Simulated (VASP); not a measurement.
# Rb (P6_3/mmc) in VASP: single point with PBE

Aim: the single point of Rb with PBE.

All numbers are computed with VASP 6.6.1; they aren't measurements. Logs are shortened: lines on timing, memory, paths and dates and some standing lists are left out, and cuts for length are marked.

## Step 1: The structure

The structure is hexagonal, space group P6_3/mmc (No. 194). Conventional cell: a = 5.088 Å, b = 5.088 Å, c = 8.442 Å, α = 90.00°, β = 90.00°, γ = 120.00°.

This isn't the form of Rb at room conditions, which is bcc.

## Step 2: Single point, PBE

The input, INCAR:

```
SYSTEM = Rb
PREC = Accurate
ENCUT = 520
EDIFF = 1E-6
ISMEAR = -1
SIGMA = 0.1
LREAL = .False.
LASPH = .True.
NELM = 60
ALGO = Fast
ISIF = 2
LWAVE = .False.
LCHARG = .False.
GGA = PE
NBANDS = 16
```

The input, KPOINTS:

```
Automatic mesh
0
Gamma
  3 3 2
  0 0 0.5
```

The input, POSCAR:

```
Rb
1.0
    5.0882069800      0.0000000000      0.0000000000
   -2.5441034900      4.4065165000      0.0000000000
    0.0000000000      0.0000000000      8.4420579800
Rb
2
Direct
    0.3333333333      0.6666666667      0.2500000000
    0.6666666667      0.3333333333      0.7500000000
```

Potentials or basis: VASP PAW PBE potentials, release 64 (Rb_sv).

On the command line:

```console
$ cat potpaw_PBE.64/Rb_sv/POTCAR > POTCAR
$ mpirun -np 1 vasp_std > vasp.out
```

OUTCAR:

```text
SYSTEM = Rb
   PREC = Accurate
   ENCUT = 520
   EDIFF = 1E-6
   ISMEAR = -1
   LREAL = .False.
   LASPH = .True.
   NELM = 60
   ISIF = 2
   GGA = PE

 ion  position               nearest neighbor table
   1  0.333  0.667  0.250-   2 5.14   2 5.14   2 5.14   2 5.14   2 5.14   2 5.14
   2  0.667  0.333  0.750-   1 5.14   1 5.14   1 5.14   1 5.14   1 5.14   1 5.14

  LATTYP: Found a hexagonal cell.
 ALAT       =     5.0882069800
 C/A-ratio  =     1.6591420147

  Lattice vectors:

 A1 = (   5.0882069800,   0.0000000000,   0.0000000000)
 A2 = (  -2.5441034900,   4.4065165000,   0.0000000000)
 A3 = (   0.0000000000,   0.0000000000,   8.4420579800)

Analysis of symmetry for initial positions (statically):
=====================================================================
 Subroutine PRICEL returns:
 Original cell was already a primitive cell.

 Routine SETGRP: Setting up the symmetry group for a
 hexagonal supercell.

 Subroutine GETGRP returns: Found 24 space group operations
 (whereof 12 operations were pure point group operations)
 out of a pool of 24 trial point group operations.

The static configuration has the point symmetry D_3d.
 The point group associated with its full space group is D_6h.

Analysis of symmetry for dynamics (positions and initial velocities):
=====================================================================
 Subroutine PRICEL returns:
 Original cell was already a primitive cell.

 Routine SETGRP: Setting up the symmetry group for a
 hexagonal supercell.

 Subroutine GETGRP returns: Found 24 space group operations
 (whereof 12 operations were pure point group operations)
 out of a pool of 24 trial point group operations.

The dynamic configuration has the point symmetry D_3d.
 The point group associated with its full space group is D_6h.

 Subroutine INISYM returns: Found 24 space group operations
 (whereof 12 operations are pure point group operations),
 and found     1 'primitive' translations

----------------------------------------------------------------------------------------

                                     Primitive cell

  volume of cell :     189.2816

  direct lattice vectors                    reciprocal lattice vectors
     5.088206980  0.000000000  0.000000000     0.196532886  0.113468314  0.000000000
    -2.544103490  4.406516500  0.000000000     0.000000000  0.226936629  0.000000000
[... 63 lines left out ...]
   EDIFF  = 0.1E-05   stopping-criterion for ELM
   LREAL  =      F    real-space projection
   EDIFFG = 0.1E-04   stopping-criterion for IOM
   NSW    =      0    number of steps for IOM
   IBRION =     -1    ionic relax: 0-MD 1-quasi-New 2-CG
   NFREE  =      0    steps in history (QN), initial steepest desc. (CG)
   ISIF   =      2    stress and relaxation
   ISYM   =      2    0-nonsym 1-usesym 2-fastsym
   POTIM  = 0.5000    time-step for ionic-motion
   TEBEG  =    0.0;   TEEND  =   0.0 temperature during run
   PSTRESS=    0.0 pullay stress
   NELECT =      18.0000    total number of electrons
   NUPDOWN=      -1.0000    fix difference up-down
   EMIN   =  10.00;   EMAX   =-10.00  energy-range for DOS
   EFERMI =   0.00;   METHOD = LEGACY
   ISMEAR =    -1;   SIGMA  =   0.10  broadening in eV -4-tet -1-fermi 0-gaus
   EFERMI_NEDOS =   21; number of points for ismear=-14 and -15
   IALGO  =     68    algorithm
   IMIX   =      4    mixing-type and parameters
     AMIX     =   0.40;   BMIX     =  1.00
     AMIX_MAG =   1.60;   BMIX_MAG =  1.00
  volume/ion in A,a.u.               =      94.64       638.67
  Fermi-wavevector in a.u.,A,eV,Ry     =   0.747245  1.412088  7.597148  0.558375
  Thomas-Fermi vector in A             =   1.843255
   LORBIT       =      0    0 simple, 1 ext, 2 COOP (PROOUT), +10 PAW based schemes
   GGA     = PE    functional components
   LHFCALC =     F    Hartree Fock is set to
   AEXX    =    0.0000 exact exchange contribution
   IVDW    =     0    specifies the selected vdW correction
   LEPSILON=     F    determine dielectric tensor
   LRPA    =     F    only Hartree local field effects (RPA)
 non-spin polarized calculation
 RMM-DIIS sequential band-by-band and
  energy-cutoff  :      520.00
  volume of cell :      189.28
 maximum number of plane-waves:      5096
 NGX is ok and might be reduce to    40
   NGX = 19   NGY = 19   NGZ = 31

 number of electron      18.0000000 magnetization

 Free energy of the ion-electron system (eV)
  ---------------------------------------------------
  ext. energy  EPLUGINS =         0.00000000
  ---------------------------------------------------
  free energy    TOTEN  =        -1.97596336 eV

  energy without entropy =       -1.91493447  energy(sigma->0) =       -1.94544891

 E-fermi :   0.0488     XC(G=0):  -5.3718

 val. band max:       -0.6496652425   @ k =   0.0000   0.0000   0.2500
 cond. band min:       0.2100098210   @ k =   0.3333   0.0000   0.2500
 fundamental gap:      0.8596750635
 Fermi energy:         0.0488449107

 k-point     1 :       0.0000    0.0000    0.2500
  band No.  band energies     occupation
      1     -28.9937      2.00000
      2     -28.9917      2.00000
      3     -13.1084      2.00000
      4     -13.0529      2.00000
      5     -13.0493      2.00000
      6     -13.0493      2.00000
[... 34 lines left out ...]
      3     -13.0998      2.00000
      4     -13.0998      2.00000
      5     -13.0993      2.00000
      6     -13.0834      2.00000
[... 8 lines left out ...]
     15       2.9136      0.00000
     16       3.8304      0.00000

------------------------ aborting loop because EDIFF is reached ----------------------------------------

  FORCE on cell =-STRESS in cart. coord.  units (eV):
  Direction    XX          YY          ZZ          XY          YZ          ZX
  --------------------------------------------------------------------------------------
  -------------------------------------------------------------------------------------
  Total       -0.1626446     -0.1626446     -0.1480761      0.0000000      0.0000000      0.0000000
  in kB       -1.3767075     -1.3767075     -1.2533920      0.0000000      0.0000000      0.0000000
  external PRESSURE =      -1.3356023 kB  Pullay stress =       0.0000000 kB

 VOLUME and BASIS-vectors are now :
 -----------------------------------------------------------------------------
  energy-cutoff  :      520.00
  volume of cell :      189.28
      direct lattice vectors                 reciprocal lattice vectors
     5.088206980  0.000000000  0.000000000     0.196532886  0.113468314  0.000000000
    -2.544103490  4.406516500  0.000000000     0.000000000  0.226936629  0.000000000
     0.000000000  0.000000000  8.442057980     0.000000000  0.000000000  0.118454529

 POSITION                                       TOTAL-FORCE (eV/Angst)
 -----------------------------------------------------------------------------------
     -0.00000      2.93768      2.11051         0.000000      0.000000      0.000000
      2.54410      1.46884      6.33154        -0.000000     -0.000000      0.000000
 -----------------------------------------------------------------------------------
    total drift:                               -0.000000      0.000000     -0.000000

  FREE ENERGIE OF THE ION-ELECTRON SYSTEM (eV)
  ---------------------------------------------------
  free  energy   TOTEN  =        -1.9759633566 eV

  energy  without entropy=       -1.9149344717  energy(sigma->0) =       -1.94544891
```

It took 20 s on 1 thread of AMD EPYC 7R43 (Zen 3), shared host; peak memory 0.24 GiB.

Results:

| Property | Result |
| --- | --- |
| Free energy | -1.9760 eV |
| Pressure | -0.1 GPa |
| Band gap on the k mesh | none (metal or under the smearing width) |

Levels at points of the mesh, in eV from the Fermi level:
| k point | band 6 | band 7 | band 8 | band 9 | band 10 | band 11 | band 12 | band 13 |
| --- | --- | --- | --- | --- | --- | --- | --- | --- |
| (0.00, 0.00, 0.25) | -13.10 | -13.09 | -13.09 | -1.88 | -0.70 | 1.20 | 2.94 | 3.32 |

Caveat: the k mesh is coarse (spacing up to 0.48 Å⁻¹), so the values aren't converged.
